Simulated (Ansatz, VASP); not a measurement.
TaN in VASP and in Ansatz

```
Ta N
1.0
     3.13944    0.00000    0.00000
    -1.56972    2.71884    0.00000
     0.00000    0.00000    4.91800
Ta N
2 2
Direct
  0.00000 0.00000 0.00000
  0.00000 0.00000 0.50000
  0.33333 0.66667 0.25000
  0.66667 0.33333 0.75000
```

Change from the starting cell: equal xx and yy strain of +3 %.

Alike in both runs: task single point; functional PBEsol; k mesh 9 × 9 × 5; occupations fermi-dirac, width 0.01 eV; no spin polarisation.

|  | VASP | Ansatz |
| --- | --- | --- |
| version | VASP 6.6.1 | Ansatz 0.2.0 |
| potentials or method | VASP PAW PBE potentials, release 64 (Ta_pv, N), cutoff 520 eV | all-electron LAPW, scalar-relativistic |

Ansatz gave:

- pressure (GPa): 24.3
- largest component of the traceless stress (GPa): 50.16

**Question.** What did VASP give for the same quantities?

**Answer.** Pressure (GPa): 25.8; largest component of the traceless stress (GPa): 50.83.

Ansatz ran all-electron here, so the differences hold the error of VASP's frozen core and of both bases.

Caveats: so large a pressure means that the cell lies far from this level's equilibrium, or that cutoff or potentials fall short (VASP); the potentials were made for another functional, which shifts forces and pressure (VASP). Spin-orbit coupling is left out, which matters for the levels of Ta.
